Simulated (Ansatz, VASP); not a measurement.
## Two plane-wave programs on TiTe2

```
CELL_PARAMETERS angstrom
3.79038 0.00000 0.00000
-1.89519 3.28257 0.00000
0.00000 0.00000 6.55589
ATOMIC_POSITIONS crystal
Ti 0.00000 0.00000 0.00000
Te 0.66667 0.33333 0.25780
Te 0.33333 0.66667 0.74220
```

Alike in both runs: task single point; functional PBE; k mesh 6 × 6 × 4; occupations fermi-dirac, width 0.02 eV; no spin polarisation.

```csv
,VASP,Ansatz
version,VASP 6.6.1,Ansatz 0.2.0
potentials or method,"VASP PAW PBE potentials, release 64 (Ti_sv, Te)",plane waves
plane-wave cutoff (eV),520,420
valence electrons in the cell,24,44
```

VASP gave:

| Item | Value |
| --- | --- |
| pressure (GPa) | 0.7 |
| largest component of the traceless stress (GPa) | 0.43 |
| rms of the force components (eV/Å) | 0.060 |

Problem. What did Ansatz give for the same quantities?

Solution. Pressure (GPa): 0.8; largest component of the traceless stress (GPa): 0.43; rms of the force components (eV/Å): 0.055.

Atom by atom the forces differ by 0.005 eV/Å (rms over components). The functional is the same, so the differences come from potentials, cutoffs and numerics. The two sets of potentials don't hold the same shells in valence.

Caveats: this functional lacks dispersion, which binds the layers, so the pressure and a relaxed spacing across them are unreliable. Spin-orbit coupling is left out, which matters for the levels of Te.
